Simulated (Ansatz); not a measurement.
**Band topology of CuI with spin–orbit coupling — Ansatz, plane waves and PAW**

Space group F-43m (No. 216), 2 atoms in the cell of the first input below: a = 4.287 Å, b = 4.287 Å, c = 4.287 Å, α = 60.00°, β = 60.00°, γ = 60.00°.

The structure is a measured one, not always of the ambient phase, taken without relaxation (pressure -0.8 GPa with this functional, without spin–orbit coupling). Functional: r2SCAN.

Input:

```yaml
crystal:
  lattice:
    - [0.0, 3.0314995827, 3.0314995827]
    - [3.0314995827, 0.0, 3.0314995827]
    - [3.0314995827, 3.0314995827, 0.0]
  atoms:
    - { symbol: Cu, position: [0.75, 0.75, 0.75] }
    - { symbol: I, position: [0.0, 0.0, 0.0] }
basis:
  ecutwfc: 500
  ecutrho_ratio: 4
kpoints:
  mp_grid: { grid: [6, 6, 6] }
hamiltonian:
  xc: r2scan
scf:
  occupations: { method: gaussian, width: 0.05 }
output:
  forces: true
  stress: true
  eigenvalues: true
  populations: true
  topological_invariants: true
magnetization:
  noncollinear: true
  spin_orbit: true
```

```bash
ansatz run input.yaml --threads 4 --pin off --max-ram 9216MiB --backend cpu --events-out ev --progress --plain --runs-dir out
```

Time: 59 s on 4 threads of Arm Neoverse V2, with other jobs on the host, peak memory 1 GiB.

Without spin–orbit coupling the gap on a 10×10×10 mesh is 1.61 eV. With it, in a separate run (self-consistent on 8×8×8, bands on 14×14×14), a gap of 1.47 eV parts the filled from the empty bands (a gap on a mesh is an upper bound, as the edges may lie between its points, so gaps on unlike meshes don't measure the coupling's effect alone). The indices are those of the lowest 36 bands, and their direct separation from the next band is open. They come from Wilson loops on the time-reversal planes.

Problem. The cell is scaled in volume by 0.96 and 1.05 with the atoms carried along. Do the indices change?

Solution. No.

```csv
volume ratio,pressure with spin–orbit coupling (GPa),smallest direct separation sampled (eV),at k,separation,Z2
0.96,1.0,1.582,0.00 0.00 0.00,open,(0;000)
1.00,-0.8,1.470,0.00 0.00 0.00,open,(0;000)
1.05,-2.5,1.347,0.00 0.00 0.00,open,(0;000)
```

Caveats: Kohn–Sham gaps are too small; Z2 indices don't see topology that rests on crystal symmetry, and an even number of inversions cancels.

CuI stays an ordinary insulator in the Z2 sense at all three volumes, so time-reversal symmetry demands no gapless surface states. The smallest sampled direct separation stays at the zone centre and falls steadily on expansion, from 1.582 to 1.347 eV. This is the usual behaviour of a direct-gap zincblende compound. The conduction minimum is an antibonding, cation–anion s-like state that drops as the bonds lengthen. Expansion also weakens the repulsion between Cu 3d and I 5p that raises the valence top, but this opposing effect is evidently smaller.

An inversion would need the s-like level to sink below the p–d valence top. Expansion moves the bands that way, but they remain far from crossing, even with the strong spin–orbit coupling of iodine. The underestimated gap also errs towards inversion, probably in part because the Cu 3d states lie too shallow and push the valence top up, so a better gap should reinforce the trivial order. Uniform scaling keeps the cubic symmetry, so the result doesn't cover shear or uniaxial strain.
